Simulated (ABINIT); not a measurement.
A run of ABINIT 10.8.3 (patched build) is set up as follows.

Contents of run.py:

```python
import json, os
import numpy as np
from ase.eos import EquationOfState
from ase.units import GPa
from ase.calculators.mixing import SumCalculator
from dftd4.ase import DFTD4
from ase.calculators.abinit import Abinit, AbinitProfile
from ase import Atoms

atoms = Atoms(['N', 'B'],
              cell=[[0.0, 1.813001, 1.813001], [1.813001, 0.0, 1.813001], [1.813001, 1.813001, 0.0]],
              scaled_positions=[[0.25, 0.25, 0.25], [0.0, 0.0, 0.0]],
              pbc=True)

profile = AbinitProfile(command='abinit', pp_paths=[os.path.abspath('pseudos')])
params = dict(
    pps='pawxml', xc='PBE',
    ecut=680.2847,
    pawecutdg=1278.9352,
    kptopt=1,
    ngkpt=[13, 13, 13],
    nshiftk=1,
    shiftk=[0.0, 0.0, 0.0],
    ixc=-106132,
    nband=8,
    occopt=3,
    tsmear=0.05,
    nstep=100,
    tolvrs=1e-09,
    prtwf=0,
    prtden=0,
)

cell0 = atoms.cell.copy()
volumes, energies = [], []
for i, x in enumerate([0.94, 0.96, 0.98, 1.0, 1.02, 1.04, 1.06]):
    atoms.set_cell(cell0 * x ** (1 / 3), scale_atoms=True)
    atoms.calc = SumCalculator([Abinit(profile=profile, directory=f'v{i}', **params), DFTD4(method='bp86')])
    volumes.append(atoms.get_volume() / len(atoms))
    dft, disp = atoms.calc.mixer.calcs
    energies.append((dft.get_property('free_energy', atoms) + disp.get_property('energy', atoms)) / len(atoms))
    print(f'{x:5.2f} {volumes[-1]:10.5f} A^3/atom {energies[-1]:14.6f} eV/atom', flush=True)
    json.dump(dict(volumes=volumes, energies=energies), open('results.json', 'w'))
v0, e0, b0 = EquationOfState(volumes, energies, eos='birchmurnaghan').fit()
print(f'V0 {v0:.4f} A^3/atom  E0 {e0:.6f} eV/atom  B0 {b0 / GPa:.2f} GPa')
```

Potentials or basis: JTH PAW PBE v2.0.

Launch:

```sh
$ python run.py
```

Q: Predict the pressure derivative of the bulk modulus.

A: 4.0.

Q: What does it give for the bulk modulus?

A: 388 GPa.

Energy against volume, from the lowest point:
```
volume (Å³/atom)  energy (meV/atom)
           5.602              12.88
           5.721               3.14
           5.840               0.00
           5.959               2.73
           6.078              10.79
           6.198              23.65
           6.317              40.90
```

Caveat: the cutoff is too short for stress, so the log's stress isn't used; pressures at fixed basis lie under the slope of the energies; the log and the count of SCF iterations are those of the last ABINIT call alone; the PAW data sets were made with another functional, which shifts forces and pressure a little.

**Experimental background.**

From “Effect of nanostructuration on compressibility of cubic BN”, 2012, arxiv:1208.3664, for a bulk crystal of BN at 300 K: bulk modulus 395 ± 2 GPa.

Measured bulk modulus of BN: 395 GPa (300 K; quoted in “Effect of nanostructuration on compressibility of cubic BN”, 2012, arxiv:1208.3664). This calculation gives 388 GPa (-1.8 %). The fit is for a static lattice scaled at fixed shape and fixed fractional positions.
